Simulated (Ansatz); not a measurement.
Trial structure of W, not yet relaxed:

```
W
1.0
     0.00000    2.18758    2.21390
     1.68815    0.00000    2.21390
     1.68815    2.18758    0.00000
W
1
Cartesian
  0.0000 0.0000 0.0000
```

The calculation used DFT PBE, scalar-relativistic, plane waves, PAW (Ansatz). Cutoff 420 eV; k points 8×8×8 on the computed 1-atom cell (Γ-centred); Gaussian smearing, width 0.10 eV; no spin polarisation.

Energies count from the standard state of W at the same level.

Question: How far from equilibrium is it?

Answer: The pressure is -2.7 GPa (the mean over three directions, positive in compression), the largest force is 0.00 eV/Å (symmetry fixes the atoms), and the energy is +0.08 eV/atom against the standard state. The shortest distance is 2.76 Å.

Question: Is it a good guess?

Answer: A fair one: relaxing gains under 0.1 eV/atom (the start's value is from the coarse mesh, so the gain is rough) in 5 ionic steps and ends at 0.00 eV/atom on the finer mesh. The symmetry goes from Fmmm (No. 69) to Im-3m (No. 229). The end has the bcc type. The volume per atom shrinks by 1.3 %, from 16.4 to 16.1 Å³. The shortest distance stays 2.76 Å (W–W). Conventional cell: a = 3.184 Å. W has 8 W at 2.76 Å and 6 W at 3.18 Å.

The last run used a 24×24×24 mesh for its 1-atom cell and Gaussian smearing of 0.10 eV. For metals, differences of a few meV/atom aren't resolved. Spin–orbit coupling, which can matter for W, is left out. The relaxation can't lower the symmetry of the start, and the grade says only how near the guess is to its own end. Symmetry constrained the relaxation, so the result can be a saddle point.
